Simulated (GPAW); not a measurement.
Runs of GPAW 26.7.0 on MoSe2. It takes space group P6_3/mmc (No. 194, hexagonal). Conventional cell: a = 3.288 Å, b = 3.288 Å, c = 12.900 Å, α = 90.00°, β = 90.00°, γ = 120.00°. Mo (site symmetry -6m2) is surrounded by 6 Se at 2.49 Å. Se (site symmetry 3m) is surrounded by 3 Mo at 2.49 Å. 

```csv
task,level,potentials or basis,spin,cell,band path,band points,spin axis theta (degrees),spin axis phi (degrees),optimizer,gap on the mesh (eV),pressure (GPa),largest force (eV/Å)
band structure,vdW-DF2,"GPAW PAW data sets (gpaw-data 1.2.1), pw","SOC, no magnetisation",as given,"GMKGALHA,LM,KH",80,90,45,-,0.81,-,2.12
relaxation of cell and atoms,RPBE+D3,"the program's PAW data sets (release 1.2.1) made for this functional, pw",off,relaxed,-,-,-,-,BFGS,0.90,0.0,-
band structure,PBEint,"PAW data sets generated in the run's folder for this functional, pw","SOC, no magnetisation",as given,"GMKGALHA,LM,KH",60,90,0,-,0.84,4.2,(b)
band structure,WC,"PAW data sets generated in the run's folder for this functional, pw","SOC, no magnetisation",as given,"GMKGALHA,LM,KH",60,0,0,-,(a),3.7,(c)
```

Alike in all rows: k mesh 6 × 6 × 2; cutoff (eV) 600; smearing fermi-dirac 0.05 eV.

Problem. Fill in the values left out.

Solution. (a) 0.83; (b) 0.85; (c) 0.87.

Caveats: spin-orbit coupling was added after a scalar SCF, so levels and gaps hold it while energy, forces, pressure and moments don't (some runs); this program's spin-orbit splittings come out too wide for heavy elements (some runs); the cell's inner coordinates are idealised or old, which leaves forces on the atoms (some runs); the PAW data sets were made with another functional, which shifts forces and pressure a little (some runs); later steps reuse the first step's grids (some runs); this functional lacks dispersion, which binds the layers, so the pressure and a relaxed spacing across them are unreliable (some runs).

A k mesh can miss the band edges, and rows without SOC leave out spin-orbit coupling on Mo, Se.

Runs at the PBE level aren't shown here.
